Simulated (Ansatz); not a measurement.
# Bi (Im-3m) in Ansatz: a series of runs, part 2 of 2

Ansatz 0.2.0.

## Step 3: Relaxation of cell and atoms, LDA

File input.yaml:

```yaml
crystal:
  lattice:
    - [-1.9814305318, 1.9814305318, 1.9814305318]
    - [1.9814305318, -1.9814305318, 1.9814305318]
    - [1.9814305318, 1.9814305318, -1.9814305318]
  atoms:
    - { symbol: Bi, position: [0.0, 0.0, 0.0] }
hamiltonian:
  xc: lda
  pseudopotentials: { kind: paw }
kpoints:
  mp_grid: { grid: [9, 9, 9] }
scf:
  occupations: { method: fermi_dirac, width: 0.05 }
output:
  forces: true
  stress: true
relax:
  f_tol: 0.01
  max_steps: 40
  cell: { stress_tol: 0.05 }
```

Potentials or basis: Ansatz PAW.

Started as:

```sh
ansatz run input.yaml --threads 2 --pin off --max-ram 5632MiB --backend cpu --events-out ev --progress --plain --runs-dir out
```

It took 2 s on 2 threads of Intel Xeon at 2.70GHz, shared host; peak memory 0.31 GiB.

Results (log left out):

```yaml
Free_energy: -12085.7800 eV
Relaxed_volume: 29.35 Å³/atom
Relaxed_cell: a = 3.366 Å, b = 3.366 Å, c = 3.366 Å, α = 109.47°, β = 109.47°, γ = 109.47°
Space_group_after_relaxing_to_0.05_Å: Im-3m (No. 229)
Energy_gained_by_relaxing: 19.2 meV/atom
Ionic_steps: 5
Pressure_after_relaxing: 0.0 GPa
```

The path:
| step | energy change (eV) | largest force (eV/Å) | volume (Å³) |
| --- | --- | --- | --- |
| 1 | 0.0000 | 0.0000 | 31.12 |
| 2 | -0.0180 | 0.0000 | 28.85 |
| 3 | -0.0195 | 0.0000 | 29.38 |
| 4 | -0.0195 | 0.0000 | 29.35 |
| 5 | -0.0192 | 0.0000 | 29.35 |

Final structure:
```
Bi
1.0
    -1.94308    1.94308    1.94308
     1.94308   -1.94308    1.94308
     1.94308    1.94308   -1.94308
Bi
1
Cartesian
  0.0000 0.0000 0.0000
```

Caveat: the plane-wave basis is chosen anew once the cell has moved, so the energies of steps on either side of that aren't comparable; spin-orbit coupling is left out, which moves the levels of the heavy elements; the PAW data sets come from PBE, with cores solved anew for the run's functional, which leaves a small shift of forces and pressure.

## Step 4: Relaxation of cell and atoms, PBEsol

input.yaml: that of step 3 with these lines changed.

```diff
@@ -8,3 +8,3 @@
 hamiltonian:
-  xc: lda
+  xc: pbesol
   pseudopotentials: { kind: paw }
```

Potentials or basis: Ansatz PAW.

Started as:

```sh
ansatz run input.yaml --threads 2 --pin off --max-ram 5632MiB --backend cpu --events-out ev --progress --plain --runs-dir out
```

The program printed:

```text
Warning: RAYON_NUM_THREADS=2 ignored (pool sized by the plan → 2); use --threads N
Engine: ansatz 0.2.0, x86_64-unknown-linux-gnu
Pseudopotentials: kind: paw
Pseudopotential: Bi, paw, valence charge 15, recommended cutoff 420 eV (normal), Bi.paw.azcp
Functional definition: PBEsol
  exchange = pbesol_x
  correlation = pbesol_c
Crystal: 1 atoms, lattice volume = 31.117 Å³
Basis set: ecut = 420 eV, 603 PW (Γ), exchange–correlation on 48×48×48 points (8 copies of the dense FFT grid, shifted against one another)
Bands: 12, of which v1, the nominal top of the filled ones, is band 8 counted from 1 (7 counted from 0)
Symmetry: 48 space group operations
Space group: Im-3m (ITA 229), of the structure as read, at distance tolerance 3.1e-5 Å
k-points: 35 of 729
Non-local potential: Bi, projectors of the file, l = 0: 2, l = 1: 2, l = 2: 2, l = 3: 2
PAW form: soft (Blöchl's): semilocal exchange-correlation on the pseudo side does not see the compensation charge
PAW frozen core: Bi, regenerated for the run's functional, and the local potential with it (the file was generated under x = pbe(κ = 0.804, μ = 0.2195149727645171), c = pbe(β = 0.06672455060314922))
PAW one-centre angular grid: Bi, 590 points (default); XC on 64 Gauss nodes
Initial density: superposition of atomic densities (neutral atoms: chi_scale 0, normalization atom), corrected by the library's trained network
Initial wavefunctions: pseudopotential atomic-orbital guess
Functional: x = pbesol(κ = 0.804, μ = 0.12345679012345678), c = pbesol(β = 0.046)
SCF iter   1: F=—  HF=-12241.926105 eV  |F-HF|=—  |Δ(HF+E_count)|=         —  Δρ=9.59e-4  dr2=1.52e-4  ethr=1.77e-3  ⟨swp⟩=5.8  Hψ=2461  notcnv=0
preconditioner: auto → Kerker (q_TF=auto, 2.416 Å⁻¹)  [metal: Δε(μ)=0.210 eV  Ē_g=24.059 eV  σ=0.050 eV  W_gap=0.49  n_scr=12 (ndim 8)  ℏωp=25.8 eV  f_vac=0.000  D(μ)=0.54/eV (n_scr^D=0)]
SCF iter   2: F=—  HF=-12241.925525 eV  |F-HF|=—  |Δ(HF+E_count)|=   5.80e-4  Δρ=7.28e-4  dr2=9.75e-5  ethr=1.01e-6  ⟨swp⟩=2.6  Hψ=1030  notcnv=0
SCF iter   3: F=—  HF=-12241.925520 eV  |F-HF|=—  |Δ(HF+E_count)|=   4.53e-6  Δρ=4.22e-4  dr2=3.36e-5  ethr=6.50e-7  ⟨swp⟩=2.0  Hψ=669  notcnv=0
SCF iter   4: F=—  HF=-12241.925502 eV  |F-HF|=—  |Δ(HF+E_count)|=   1.85e-5  Δρ=1.92e-4  dr2=6.56e-6  ethr=2.24e-7  ⟨swp⟩=3.0  Hψ=700  notcnv=0
[... 35 lines left out ...]
SCF converged after 5 iterations
Free energy (F): -12241.932328 eV
Harris-Foulkes:  -12241.932328 eV  (|F-HF|=3.64e-12)
Internal energy: -12241.927964 eV  (E = F + TS)
E sigma→0 (E₀):  -12241.930146 eV
Entropy (-TS):   -0.004364 eV (-4.364 meV/atom)
Fermi energy:    12.226416 eV
--- Per-component energies (eV) ---
  E_band       = -75.839455
  E_kinetic    = 302.787949
  E_local      = -1374.540327  (includes V_loc(G=0)·N_el)
  E_nonlocal   = 561.925812
  E_hartree    = 432.867144
  E_xc         = -150.610661
  E_vxc        = -144.571737  (∫ρ·V_xc dr)
  E_paw        = -10509.428981  (= ΣΔE_a)
  E_vpaw       = -287.174954  (= ΣTr[D̂ρ^β])
  E_aug_tail   = -0.000464  (compensation charges beyond the density's cutoff)
  E_ewald      = -1505.018188
  E_core_change = 0.089752  (= ΣΔE_core)
  E_smearing   = -0.004364  (= −TS)
  E_closure    = 0.000000  (closes the sum)
  Σ components = -12241.932328   (vs F -12241.932328, Δ=0.00e0)
--- Forces (eV/Å), atoms counted from 1 ---
  atom   1  Bi     0.00000000    -0.00000000     0.00000000
  max |Σ_I F_I| component: 1.31e-31 eV/Å
--- Stress (GPa, compression-positive) ---
       -0.026408      -0.000000       0.000000
       -0.000000      -0.026408       0.000000
        0.000000      -0.000000      -0.026408
  P = ⅓ Tr σ = -0.0264 GPa (-0.264 kbar)
--- Relaxed structure (3 steps of the walk, 3 accepted, 1 SCFs on fresh bases) ---
  F+E_penalty+E_count = -12241.93232755 eV   max|allowed force component| = 0.000e0 eV/Å   (the final SCF, on the basis selected at the relaxed cell)
  cell:  # Å, volume = 30.0530 Å³
    - [-1.9585853150180315, 1.9585853150180315, 1.9585853150180315]
    - [1.9585853150180315, -1.9585853150180315, 1.9585853150180315]
    - [1.9585853150180315, 1.9585853150180315, -1.9585853150180315]
  atoms:
    - { symbol: Bi, position: [0.0, 0.0, 0.0] }
```

It took 1.8 s on 2 threads of Intel Xeon at 2.70GHz, shared host; peak memory 0.32 GiB.

What came out:

```
Free energy                            : -12241.9323 eV
Relaxed volume                         : 30.05 Å³/atom
Relaxed cell                           : a = 3.392 Å, b = 3.392 Å, c = 3.392 Å, α = 109.47°, β = 109.47°, γ = 109.47°
Space group after relaxing (to 0.05 Å) : Im-3m (No. 229)
Energy gained by relaxing              : 6.8 meV/atom
Ionic steps                            : 4
Pressure after relaxing                : 0.0 GPa
```

The path:
```
step  energy change (eV)  largest force (eV/Å)  volume (Å³)
   1              0.0000                0.0000        31.12
   2             -0.0066                0.0000        29.75
   3             -0.0070                0.0000        30.05
   4             -0.0068                0.0000        30.05
```

Final structure:
```xyz
1
Lattice="-1.9586 1.9586 1.9586 1.9586 -1.9586 1.9586 1.9586 1.9586 -1.9586" Properties=species:S:1:pos:R:3 pbc="T T T"
Bi    0.0000    0.0000    0.0000
```

Caveat: the plane-wave basis is chosen anew once the cell has moved, so the energies of steps on either side of that aren't comparable; spin-orbit coupling is left out, which moves the levels of the heavy elements; the PAW data sets come from PBE, with cores solved anew for the run's functional, which leaves a small shift of forces and pressure.

## Step 5: Single point, r2SCAN50

input.yaml: that of step 4 with these lines changed.

```diff
@@ -8,6 +8,6 @@
 hamiltonian:
-  xc: pbesol
+  xc: r2scan50
   pseudopotentials: { kind: paw }
 kpoints:
-  mp_grid: { grid: [9, 9, 9] }
+  mp_grid: { grid: [5, 5, 5] }
 scf:
@@ -17,5 +17,2 @@
   stress: true
-relax:
-  f_tol: 0.01
-  max_steps: 40
-  cell: { stress_tol: 0.05 }
+  eigenvalues: true
```

Started as:

```sh
ansatz run input.yaml --threads 2 --pin off --max-ram 5632MiB --backend cpu --events-out ev --progress --plain --runs-dir out
```

Run time: 20 s. Hardware: 2 threads of Intel Xeon at 2.70GHz, shared host; peak memory 0.72 GiB.

It converged, with:

```
Free energy            : -12405.6285 eV
Pressure               : -4.1 GPa
Band gap on the k mesh : none (metal or under the smearing width)
```

Levels at points of the mesh, in eV from the Fermi level:
```tsv
k point	band 4	band 5	band 6	band 7	band 8	band 9	band 10	band 11
(0.00, 0.00, 0.00)	-28.18	-28.18	-17.36	7.47	7.47	7.47	12.17	13.21
```

Caveat: the k mesh is coarse (spacing up to 0.45 Å⁻¹), so the values aren't converged, least of all with exact exchange; spin-orbit coupling is left out, which moves the levels of the heavy elements; the PAW data sets come from PBE, with cores solved anew for the run's functional, which leaves a small shift of forces and pressure; the thresholds are loose for stress.

## Step 6: Single point, HF

input.yaml: that of step 5 with these lines changed.

```diff
@@ -8,3 +8,3 @@
 hamiltonian:
-  xc: r2scan50
+  xc: hf
   pseudopotentials: { kind: paw }
```

Potentials or basis: Ansatz PAW.

Started as:

```sh
ansatz run input.yaml --threads 2 --pin off --max-ram 5632MiB --backend cpu --events-out ev --progress --plain --runs-dir out
```

It took 18 s on 2 threads of Intel Xeon at 2.70GHz, shared host; peak memory 0.61 GiB.

The run converged. Its results:

- Free energy: -12259.1327 eV
- Pressure: 1.3 GPa
- Band gap on the k mesh: none (metal or under the smearing width)

Levels at points of the mesh, in eV from the Fermi level:
```tsv
k point	band 3	band 4	band 5	band 6	band 7	band 8	band 9	band 10	band 11	band 12
(0.00, 0.00, 0.00)	-32.60	-32.41	-32.41	-20.32	9.94	9.94	9.94	15.01	15.84	15.84
```

Caveat: the k mesh is coarse (spacing up to 0.45 Å⁻¹), so the values aren't converged, least of all with exact exchange; spin-orbit coupling is left out, which moves the levels of the heavy elements; the PAW data sets come from PBE, with cores solved anew for the run's functional, which leaves a small shift of forces and pressure; the thresholds are loose for stress.

## Step 7: The runs side by side

```csv
task,level,cell,k mesh,cutoff (eV),mesh quality,gap on the mesh (eV),pressure (GPa),relaxed volume (Å³/atom)
relaxation of cell and atoms,PBE,relaxed,9 × 9 × 9,420,not flagged,-,0.0,31.62
relaxation of cell and atoms,LDA,relaxed,9 × 9 × 9,420,not flagged,-,0.0,29.35
relaxation of cell and atoms,PBEsol,relaxed,9 × 9 × 9,420,not flagged,-,0.0,30.05
single point,r2SCAN50,as given,5 × 5 × 5,500,coarse,none,-4.1,-
single point,HF,as given,5 × 5 × 5,420,coarse,none,1.3,-
```

Alike in all rows: potentials or basis Ansatz PAW; no spin polarisation; smearing fermi-dirac 0.05 eV.

Caveats: some runs use coarse meshes; spin-orbit coupling is left out, which moves the levels of the heavy elements; the PAW data sets come from PBE, with cores solved anew for the run's functional, which leaves a small shift of forces and pressure (some runs); the plane-wave basis is chosen anew once the cell has moved, so the energies of steps on either side of that aren't comparable (some runs); the thresholds are loose for stress (some runs).

Absolute energies hang on the potentials; compare differences alone.
